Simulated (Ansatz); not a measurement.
P:

```
CELL_PARAMETERS angstrom
1.64774 -5.46504 0.00000
1.64774 5.46504 0.00000
0.00000 0.00000 4.54364
ATOMIC_POSITIONS crystal
P 0.90414 0.09586 0.58882
P 0.09586 0.90414 0.41118
P 0.59586 0.40414 0.08882
P 0.40414 0.59586 0.91118
```

Program: Ansatz 0.2.0. Alike in all runs: task single point; potentials or basis Ansatz PAW; no spin polarisation; cell as given; k mesh 5 × 5 × 4; cutoff (eV) 420; smearing fermi-dirac 0.05 eV.

Question: Order these runs on this cell by their band gap on the k mesh, lowest first.
A. level HSE06; share of exact exchange 0.25
B. level HSE06 form with a typed share of exact exchange; share of exact exchange 0.5
C. level HSE06 form with a typed share of exact exchange; share of exact exchange 0
D. level HSE06 form with a typed share of exact exchange; share of exact exchange 0.1
E. level HSE06 form with a typed share of exact exchange; share of exact exchange 0.35

Answer: C (0.44 eV), D (0.66 eV), A (1.02 eV), E (1.29 eV), B (1.72 eV).

Caveats: odd divisions of the mesh miss points on the zone boundary, where band edges often lie, so the gap on the mesh can be too wide.

A k mesh can miss the band edges.
